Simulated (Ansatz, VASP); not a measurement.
## Cs: VASP beside Ansatz

```
Cs
1.0
     5.29773    0.00000    0.00000
     0.00000    5.29773    0.00000
     0.00000    0.00000    5.29773
Cs
1
Direct
  0.00000 0.00000 0.00000
```

Alike in both runs: task single point; functional RPBE; k mesh 7 × 7 × 7; occupations fermi-dirac, width 0.1 eV; no spin polarisation.

|  | VASP | Ansatz |
| --- | --- | --- |
| version | VASP 6.6.1 | Ansatz 0.2.0 |
| potentials or method | VASP PAW PBE potentials, release 64 (Cs_sv) | plane waves (420 eV) with PAW, scalar-relativistic |
| plane-wave cutoff (eV) | 520 | 420 |
| valence electrons in the cell | 9 | 9 |

|  | VASP | Ansatz | Ansatz less VASP |
| --- | --- | --- | --- |
| pressure (GPa) | 0.0 | 0.0 | 0.00 |

Caveats: the PAW data sets were made with another functional, which shifts forces and pressure a little (VASP). Spin-orbit coupling is left out, which matters for the levels of Cs.
